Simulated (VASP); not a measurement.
# ZnSe (Stilleite) (F-43m) in VASP: a series of runs

One crystal, ZnSe (Stilleite), is run at these levels: PBEsol; tasks: relaxation of cell and atoms.

Everything below comes from runs of VASP 6.6.1. Logs are shortened: lines on timing, memory, paths and dates and some standing lists are left out, and cuts for length are marked.

### 1 The structure

The structure is cubic, space group F-43m (No. 216). Conventional cell: a = 5.668 Å, b = 5.668 Å, c = 5.668 Å, α = 90.00°, β = 90.00°, γ = 90.00°. Around Zn (site symmetry -43m) lie 4 Se at 2.45 Å. Se (site symmetry -43m) has 4 Zn at 2.45 Å as nearest neighbours.

### 2 Relaxation of cell and atoms, PBEsol

Contents of INCAR:

```
SYSTEM = ZnSe
  ALGO = Normal
  EDIFF = 1E-6
  EDIFFG = -0.01
  ENCUT = 600
  GGA = PS
  IBRION = 2
  ISIF = 3
  ISMEAR = 0
  KPAR = 4
  LASPH = .True.
  LCHARG = .False.
  LREAL = .False.
  LWAVE = .False.
  NELM = 80
  NSW = 90
  PREC = Accurate
  SIGMA = 0.03
```

Contents of KPOINTS:

```
k-points
0
Gamma
  8 8 8
  0 0 0
```

Contents of POSCAR:

```
ZnSe
1.0
    0.0000000000      2.8338000000      2.8338000000
    2.8338000000      0.0000000000      2.8338000000
    2.8338000000      2.8338000000      0.0000000000
Zn Se
1 1
Direct
    0.0000000000      0.0000000000      0.0000000000
    0.2500000000      0.2500000000      0.2500000000
```

Potentials or basis: VASP PAW PBE potentials, release 64 (Zn, Se).

On the command line:

```
> cat potpaw_PBE.64/Zn/POTCAR potpaw_PBE.64/Se/POTCAR > POTCAR
> mpirun -np 4 vasp_std > vasp.out
```

OUTCAR:

```text
SYSTEM = ZnSe
   EDIFF = 1E-6
   EDIFFG = -0.01
   ENCUT = 600
   GGA = PS
   IBRION = 2
   ISIF = 3
   ISMEAR = 0
   LASPH = .True.
   LREAL = .False.
   NELM = 80
   NSW = 90
   PREC = Accurate

 ion  position               nearest neighbor table
   1  0.000  0.000  0.000-   2 2.45   2 2.45   2 2.45   2 2.45
   2  0.250  0.250  0.250-   1 2.45   1 2.45   1 2.45   1 2.45

  LATTYP: Found a face centered cubic cell.
 ALAT       =     5.6676000000

  Lattice vectors:

 A1 = (   0.0000000000,   2.8338000000,   2.8338000000)
 A2 = (   2.8338000000,   0.0000000000,   2.8338000000)
 A3 = (   2.8338000000,   2.8338000000,   0.0000000000)

Analysis of symmetry for initial positions (statically):
=====================================================================
 Subroutine PRICEL returns:
 Original cell was already a primitive cell.

 Routine SETGRP: Setting up the symmetry group for a
 face centered cubic supercell.

 Subroutine GETGRP returns: Found 24 space group operations
 (whereof 24 operations were pure point group operations)
 out of a pool of 48 trial point group operations.

The static configuration has the point symmetry T_d .

Analysis of symmetry for dynamics (positions and initial velocities):
=====================================================================
 Subroutine PRICEL returns:
 Original cell was already a primitive cell.

 Routine SETGRP: Setting up the symmetry group for a
 face centered cubic supercell.

 Subroutine GETGRP returns: Found 24 space group operations
 (whereof 24 operations were pure point group operations)
 out of a pool of 48 trial point group operations.

The dynamic configuration has the point symmetry T_d .

 Subroutine INISYM returns: Found 24 space group operations
 (whereof 24 operations are pure point group operations),
 and found     1 'primitive' translations

----------------------------------------------------------------------------------------

                                     Primitive cell

  volume of cell :      45.5132

  direct lattice vectors                    reciprocal lattice vectors
     0.000000000  2.833800000  2.833800000    -0.176441527  0.176441527  0.176441527
     2.833800000  0.000000000  2.833800000     0.176441527 -0.176441527  0.176441527
     2.833800000  2.833800000  0.000000000     0.176441527  0.176441527 -0.176441527

  length of vectors
     4.007598393  4.007598393  4.007598393     0.305605690  0.305605690  0.305605690

  position of ions in fractional coordinates (direct lattice)
     0.000000000  0.000000000  0.000000000
     0.250000000  0.250000000  0.250000000

  ion indices of the primitive-cell ions
   primitive index   ion index
                 1           1
                 2           2

----------------------------------------------------------------------------------------

 KPOINTS: k-points

Automatic generation of k-mesh.
 Grid dimensions read from file:
 generate k-points for:    8    8    8

 Generating k-lattice:

  Cartesian coordinates                     Fractional coordinates (reciprocal lattice)
    -0.022055191  0.022055191  0.022055191     0.125000000  0.000000000  0.000000000
     0.022055191 -0.022055191  0.022055191     0.000000000  0.125000000  0.000000000
     0.022055191  0.022055191 -0.022055191     0.000000000  0.000000000  0.125000000

  Length of vectors
     0.038200711  0.038200711  0.038200711

  Shift w.r.t. Gamma in fractional coordinates (k-lattice)
     0.000000000  0.000000000  0.000000000

 Subroutine IBZKPT returns following result:
 ===========================================

 Found     29 irreducible k-points:

 Following reciprocal coordinates:
            Coordinates               Weight
  0.000000  0.000000  0.000000      1.000000
  0.125000  0.000000  0.000000      8.000000
  0.250000  0.000000  0.000000      8.000000
  0.375000  0.000000  0.000000      8.000000
  0.500000  0.000000  0.000000      4.000000
  0.125000  0.125000  0.000000      6.000000
[... 16 lines left out ...]
  0.500000  0.250000  0.125000     48.000000
 -0.375000  0.250000  0.125000     24.000000
 [... further k-points ...]
   k-points           NKPTS =     29   k-points in BZ     NKDIM =     29   number of bands    NBANDS=     13
   number of dos      NEDOS =    301   number of ions     NIONS =      2
   total plane-waves  NPLWV =  32768
   dimension x,y,z NGX =    32 NGY =   32 NGZ =   32
   dimension x,y,z NGXF=    64 NGYF=   64 NGZF=   64
   ions per type =               1   1
   NGX,Y,Z   is equivalent  to a cutoff of  13.27, 13.27, 13.27 a.u.
   NGXF,Y,Z  is equivalent  to a cutoff of  26.55, 26.55, 26.55 a.u.
 SYSTEM =  ZnSe
   PREC   = accura    normal or accurate (medium, high low for compatibility)
   ISTART =      0    job   : 0-new  1-cont  2-samecut
   ICHARG =      2    charge: 1-file 2-atom 10-const
   ISPIN  =      1    spin polarized calculation?
   LNONCOLLINEAR =      F non collinear calculations
   LSORBIT =      F    spin-orbit coupling
   LASPH  =      T    aspherical Exc in radial PAW
   ENCUT  =  600.0 eV  44.10 Ry    6.64 a.u.   8.00  8.00  8.00*2*pi/ulx,y,z
   NELM   =     80;   NELMIN=  2; NELMDL= -5     # of ELM steps
   EDIFF  = 0.1E-05   stopping-criterion for ELM
   LREAL  =      F    real-space projection
   EDIFFG = -.1E-01   stopping-criterion for IOM
   NSW    =     90    number of steps for IOM
   IBRION =      2    ionic relax: 0-MD 1-quasi-New 2-CG
   NFREE  =      1    steps in history (QN), initial steepest desc. (CG)
   ISIF   =      3    stress and relaxation
   ISYM   =      2    0-nonsym 1-usesym 2-fastsym
   POTIM  = 0.5000    time-step for ionic-motion
   TEBEG  =    0.0;   TEEND  =   0.0 temperature during run
   PSTRESS=    0.0 pullay stress
   NELECT =      18.0000    total number of electrons
   NUPDOWN=      -1.0000    fix difference up-down
   EMIN   =  10.00;   EMAX   =-10.00  energy-range for DOS
   EFERMI =   0.00;   METHOD = LEGACY
   ISMEAR =     0;   SIGMA  =   0.03  broadening in eV -4-tet -1-fermi 0-gaus
   EFERMI_NEDOS =   21; number of points for ismear=-14 and -15
   IALGO  =     38    algorithm
   IMIX   =      4    mixing-type and parameters
     AMIX     =   0.40;   BMIX     =  1.00
     AMIX_MAG =   1.60;   BMIX_MAG =  1.00
  volume/ion in A,a.u.               =      22.76       153.57
  Fermi-wavevector in a.u.,A,eV,Ry     =   1.201673  2.270834 19.647073  1.444019
  Thomas-Fermi vector in A             =   2.337476
   LORBIT       =      0    0 simple, 1 ext, 2 COOP (PROOUT), +10 PAW based schemes
   GGA     = PS    functional components
   LHFCALC =     F    Hartree Fock is set to
   AEXX    =    0.0000 exact exchange contribution
   IVDW    =     0    specifies the selected vdW correction
   LEPSILON=     F    determine dielectric tensor
   LRPA    =     F    only Hartree local field effects (RPA)
 conjugate gradient relaxation of ions
 non-spin polarized calculation
 Gauss-broadening in eV      SIGMA  =   0.03
  energy-cutoff  :      600.00
  volume of cell :       45.51
 maximum number of plane-waves:      1540
   NGX = 17   NGY = 17   NGZ = 17

--------------------------------------- Ionic step        1  -------------------------------------------

 number of electron      17.9999991 magnetization

 Free energy of the ion-electron system (eV)
  ---------------------------------------------------
  ext. energy  EPLUGINS =         0.00000000
  ---------------------------------------------------
  free energy    TOTEN  =        -6.77138296 eV

  energy without entropy =       -6.77138296  energy(sigma->0) =       -6.77138296

------------------------ aborting loop because EDIFF is reached ----------------------------------------

  FORCE on cell =-STRESS in cart. coord.  units (eV):
  Direction    XX          YY          ZZ          XY          YZ          ZX
  --------------------------------------------------------------------------------------
  -------------------------------------------------------------------------------------
  Total       -0.2581473     -0.2581473     -0.2581473     -0.0000000      0.0000000     -0.0000000
  in kB       -9.0874185     -9.0874185     -9.0874185     -0.0000000      0.0000000     -0.0000000
  external PRESSURE =      -9.0874185 kB  Pullay stress =       0.0000000 kB

 VOLUME and BASIS-vectors are now :
 -----------------------------------------------------------------------------
  energy-cutoff  :      600.00
  volume of cell :       45.51
      direct lattice vectors                 reciprocal lattice vectors
     0.000000000  2.833800000  2.833800000    -0.176441527  0.176441527  0.176441527
     2.833800000  0.000000000  2.833800000     0.176441527 -0.176441527  0.176441527
     2.833800000  2.833800000  0.000000000     0.176441527  0.176441527 -0.176441527
[... 37 lines left out ...]
 POSITION                                       TOTAL-FORCE (eV/Angst)
 -----------------------------------------------------------------------------------
      5.63231      2.81615      2.81615        -0.000000     -0.000000      0.000000
      1.40808      1.40808      1.40808         0.000000      0.000000     -0.000000
 -----------------------------------------------------------------------------------
    total drift:                                0.000000      0.000000      0.000000

  FREE ENERGIE OF THE ION-ELECTRON SYSTEM (eV)
  ---------------------------------------------------
  free  energy   TOTEN  =        -6.7730713437 eV

  energy  without entropy=       -6.7730713437  energy(sigma->0) =       -6.77307134

--------------------------------------- Ionic step        3  -------------------------------------------

 number of electron      17.9999986 magnetization

 Free energy of the ion-electron system (eV)
  ---------------------------------------------------
  ext. energy  EPLUGINS =         0.00000000
  ---------------------------------------------------
  free energy    TOTEN  =        -6.77324114 eV

  energy without entropy =       -6.77324114  energy(sigma->0) =       -6.77324114

 E-fermi :   1.7391     XC(G=0):  -9.5897

 val. band max:        1.6082360560   @ k =   0.0000   0.0000   0.0000
 cond. band min:       2.8344949657   @ k =   0.0000   0.0000   0.0000
 fundamental gap:      1.2262589097
 Fermi energy:         1.7390871929

 k-point     1 :       0.0000    0.0000    0.0000
  band No.  band energies     occupation
      1     -11.7685      2.00000
      2      -5.0013      2.00000
      3      -5.0013      2.00000
      4      -5.0013      2.00000
      5      -4.6170      2.00000
      6      -4.6170      2.00000
      7       1.6082      2.00000
      8       1.6082      2.00000
      9       1.6082      2.00000
     10       2.8345      0.00000
     11       7.3353      0.00000
     12       7.3353      0.00000
     13       7.3353      0.00000

 k-point     2 :       0.1250    0.0000    0.0000
  band No.  band energies     occupation
      1     -11.6642      2.00000
      2      -4.9964      2.00000
      3      -4.9848      2.00000
      4      -4.9848      2.00000
      5      -4.6185      2.00000
      6      -4.6185      2.00000
      7       0.2489      2.00000
      8       1.4502      2.00000
      9       1.4502      2.00000
     10       3.8445      0.00000
     11       7.2726      0.00000
[... 339 lines left out ...]
 k-point    24 :      -0.3750    0.2500    0.1250
  band No.  band energies     occupation
      1     -10.8096      2.00000
      2      -4.8969      2.00000
      3      -4.8562      2.00000
      4      -4.6529      2.00000
      5      -4.6102      2.00000
      6      -4.4010      2.00000
      7      -3.4113      2.00000
      8      -0.8845      2.00000
      9       0.0901      2.00000
     10       5.8074      0.00000
     11       7.0234      0.00000
     12       8.9811      0.00000
     13      10.2159      0.00000

 [... further k-points ...]
[... 5 lines left out ...]
  --------------------------------------------------------------------------------------
  -------------------------------------------------------------------------------------
  Total        0.0026510      0.0026510      0.0026510     -0.0000000      0.0000000     -0.0000000
  in kB        0.0946313      0.0946313      0.0946313     -0.0000000      0.0000000     -0.0000000
  external PRESSURE =       0.0946313 kB  Pullay stress =       0.0000000 kB

 VOLUME and BASIS-vectors are now :
 -----------------------------------------------------------------------------
  energy-cutoff  :      600.00
  volume of cell :       44.88
      direct lattice vectors                 reciprocal lattice vectors
    -0.000000000  2.820664609  2.820664609    -0.177263188  0.177263188  0.177263188
     2.820664609  0.000000000  2.820664609     0.177263188 -0.177263188  0.177263188
     2.820664609  2.820664609 -0.000000000     0.177263188  0.177263188 -0.177263188

 POSITION                                       TOTAL-FORCE (eV/Angst)
 -----------------------------------------------------------------------------------
     -0.00000      0.00000      0.00000        -0.000000     -0.000000     -0.000000
      1.41033      1.41033      1.41033         0.000000      0.000000      0.000000
 -----------------------------------------------------------------------------------
    total drift:                                0.000001      0.000001      0.000000

  FREE ENERGIE OF THE ION-ELECTRON SYSTEM (eV)
  ---------------------------------------------------
  free  energy   TOTEN  =        -6.7732411403 eV

  energy  without entropy=       -6.7732411403  energy(sigma->0) =       -6.77324114

 reached required accuracy - stopping structural energy minimisation
```

It took 7.7 s on 4 MPI ranks of Intel Xeon 6975P-C (Granite Rapids), shared host; peak memory 0.19 GiB.

What came out:

```yaml
Free_energy: -6.7732 eV
Relaxed_volume: 22.44 Å³/atom
Relaxed_cell: a = 3.989 Å, b = 3.989 Å, c = 3.989 Å, α = 60.00°, β = 60.00°, γ = 60.00°
Space_group_after_relaxing_to_0.05_Å: F-43m (No. 216)
Energy_gained_by_relaxing: 0.9 meV/atom
Ionic_steps: 3
Pressure_after_relaxing: 0.0 GPa
Band_gap_on_the_k_mesh: 1.23 eV, direct
```

The path:
| step | energy change (eV) | largest force (eV/Å) | pressure (GPa) | volume (Å³) |
| --- | --- | --- | --- | --- |
| 1 | 0.0000 | 0.0000 | -0.91 | 45.51 |
| 2 | -0.0017 | 0.0000 | 0.45 | 44.67 |
| 3 | -0.0019 | 0.0000 | 0.01 | 44.88 |

Final structure:
```xyz
2
Lattice="0.0000 2.8207 2.8207 2.8207 0.0000 2.8207 2.8207 2.8207 0.0000" Properties=species:S:1:pos:R:3 pbc="T T T"
Zn    0.0000    0.0000    0.0000
Se    1.4103    1.4103    1.4103
```

Levels at points of the mesh, in eV from the valence-band top:
```
           k point  band 6  band 7  band 8  band 9  band 10  band 11  band 12  band 13
(0.00, 0.00, 0.00)   -6.23    0.00    0.00    0.00     1.23     5.73     5.73     5.73
(0.50, 0.00, 0.00)   -6.06   -5.37   -0.90   -0.90     2.47     6.30     6.30     8.44
(0.50, 0.50, 0.00)   -6.04   -4.85   -2.26   -2.26     2.81     3.37    10.71    11.27
```

Caveat: the PAW data sets were made with another functional, which shifts forces and pressure a little. As with any semilocal functional, this PBEsol gap is likely too small.

### 3 Relaxation of cell and atoms, PBEsol

This run uses another cell than the first one, of 22.44 Å³/atom, 0.986 times its volume.

Edit INCAR of step 2 so:

```diff
@@ -2,4 +2,4 @@
   ALGO = Normal
-  EDIFF = 1E-6
-  EDIFFG = -0.01
+  EDIFF = 1E-7
+  EDIFFG = -0.005
   ENCUT = 600
```

KPOINTS is that of step 2.

Contents of POSCAR:

```
ZnSe                                    
1.0
   -0.0000000000      2.8206646089      2.8206646089
    2.8206646089      0.0000000000      2.8206646089
    2.8206646089      2.8206646089     -0.0000000000
  Zn              Se            
     1     1
Direct
     0.0000000000000000    0.0000000000000000    0.0000000000000000
     0.2500000000000000    0.2500000000000000    0.2500000000000000
```

Potentials or basis: VASP PAW PBE potentials, release 64 (Zn, Se).

On the command line:

```
> cat potpaw_PBE.64/Zn/POTCAR potpaw_PBE.64/Se/POTCAR > POTCAR
> mpirun -np 4 vasp_std > vasp.out
```

Run time: 3.8 s. Hardware: 4 MPI ranks of Intel Xeon 6975P-C (Granite Rapids), shared host; peak memory 0.18 GiB.

Results (log left out):

```yaml
Free_energy: -6.7731 eV
Pressure_after_relaxing: 0.0 GPa
Band_gap_on_the_k_mesh: 1.23 eV, direct
```

Final structure:
```yaml
crystal:
  lattice:
    - [0.00000, 2.82066, 2.82066]
    - [2.82066, 0.00000, 2.82066]
    - [2.82066, 2.82066, 0.00000]
  atoms:
    - { symbol: Zn, position: [0.00000, 0.00000, 0.00000] }
    - { symbol: Se, position: [0.25000, 0.25000, 0.25000] }
```

Levels at points of the mesh, in eV from the valence-band top:
| k point | band 7 | band 8 | band 9 | band 10 | band 11 | band 12 |
| --- | --- | --- | --- | --- | --- | --- |
| (0.00, 0.00, 0.00) | 0.00 | 0.00 | 0.00 | 1.23 | 5.73 | 5.73 |
| (0.50, 0.00, 0.00) | -5.37 | -0.90 | -0.90 | 2.47 | 6.30 | 6.30 |
| (0.50, 0.50, 0.00) | -4.85 | -2.26 | -2.26 | 2.81 | 3.37 | 10.71 |

Caveat: the relaxation stopped at its first step, so nothing moved; the PAW data sets were made with another functional, which shifts forces and pressure a little. As with any semilocal functional, this PBEsol gap is likely too small.

### 4 Relaxation of cell and atoms, PBEsol

Contents of INCAR:

```
PREC = Accurate ; ENCUT = 600
EDIFF = 1E-6 ; ISMEAR = 0
SIGMA = 0.03 ; LREAL = F
LASPH = T ; NELM = 80
ALGO = Normal ; ISIF = 3
LWAVE = F ; LCHARG = F
GGA = PS ; IBRION = 2
NSW = 90 ; EDIFFG = -0.01
```

Contents of KPOINTS:

```
Automatic mesh
0
Gamma
  8 8 8
```

Contents of POSCAR:

```
ZnSe
1.0
    0.0000000000      2.8338000000      2.8338000000
    2.8338000000      0.0000000000      2.8338000000
    2.8338000000      2.8338000000      0.0000000000
Zn Se
1 1
Direct
    0.0000000000      0.0000000000      0.0000000000
    0.2500000000      0.2500000000      0.2500000000
```

On the command line:

```
> cat potpaw_PBE.64/Zn/POTCAR potpaw_PBE.64/Se/POTCAR > POTCAR
> mpirun -np 1 vasp_std > vasp.out
```

Wall time 40 s (1 thread of AMD EPYC 7R13 (Zen 3), shared host); peak memory 0.17 GiB.

It converged, with:

```
Free energy                            : -6.7732 eV
Relaxed volume                         : 22.44 Å³/atom
Relaxed cell                           : a = 3.989 Å, b = 3.989 Å, c = 3.989 Å, α = 60.00°, β = 60.00°, γ = 60.00°
Space group after relaxing (to 0.05 Å) : F-43m (No. 216)
Energy gained by relaxing              : 0.9 meV/atom
Ionic steps                            : 3
Pressure after relaxing                : 0.0 GPa
Band gap on the k mesh                 : 1.23 eV, direct
```

Step by step:
```csv
step,energy change (eV),largest force (eV/Å),pressure (GPa),volume (Å³)
1,0.0000,0.0000,-0.91,45.51
2,-0.0017,0.0000,0.45,44.67
3,-0.0019,0.0000,0.01,44.88
```

Final structure:
```
Zn Se
1.0
     0.00000    2.82066    2.82066
     2.82066    0.00000    2.82066
     2.82066    2.82066    0.00000
Zn Se
1 1
Cartesian
  0.0000 0.0000 0.0000
  1.4103 1.4103 1.4103
```

Levels at points of the mesh, in eV from the valence-band top:
```tsv
k point	band 6	band 7	band 8	band 9	band 10	band 11	band 12	band 13
(0.00, 0.00, 0.00)	-6.23	0.00	0.00	0.00	1.23	5.73	5.73	5.73
(0.50, 0.00, 0.00)	-6.06	-5.37	-0.90	-0.90	2.47	6.30	6.30	8.44
(0.50, 0.50, 0.00)	-6.04	-4.85	-2.26	-2.26	2.81	3.37	10.71	11.27
```

Caveat: the PAW data sets were made with another functional, which shifts forces and pressure a little. As with any semilocal functional, this PBEsol gap is likely too small.
